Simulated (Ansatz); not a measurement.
C, 2 atoms in the cell. The structure is cubic, space group Fd-3m (No. 227). The conventional cell has a = 3.567 Å, b = 3.567 Å, c = 3.567 Å, α = 90.00°, β = 90.00°, γ = 90.00°. C (site symmetry -43m) has 4 C at 1.54 Å as nearest neighbours. This isn't the form of C at room conditions, which is graphite.

- Program: Ansatz 0.2.0
- Task: Born charges and dielectric tensor
- Functional: PBE
- Potentials or basis: Ansatz PAW
- Cutoff: 420 eV (not typed: the program's choice for these potentials)
- k mesh: 13 × 13 × 13
- Occupations: fixed
- Spin: no spin polarisation

Potentials or basis: Ansatz PAW.

Command:

```console
$ ansatz run input.yaml --threads 2 --pin off --max-ram 5120MiB --backend cpu --events-out ev --progress --plain --runs-dir out
```

Hardware: 2 threads of Arm Neoverse V2, with other jobs on the host.

Task: How long does it take, and how much memory?

Result: It took 13 s on 2 threads of Arm Neoverse V2 (shared host), peak memory 0.47 GiB. Counts: scf iterations 9, plane waves 229, k points 196, bands 8.
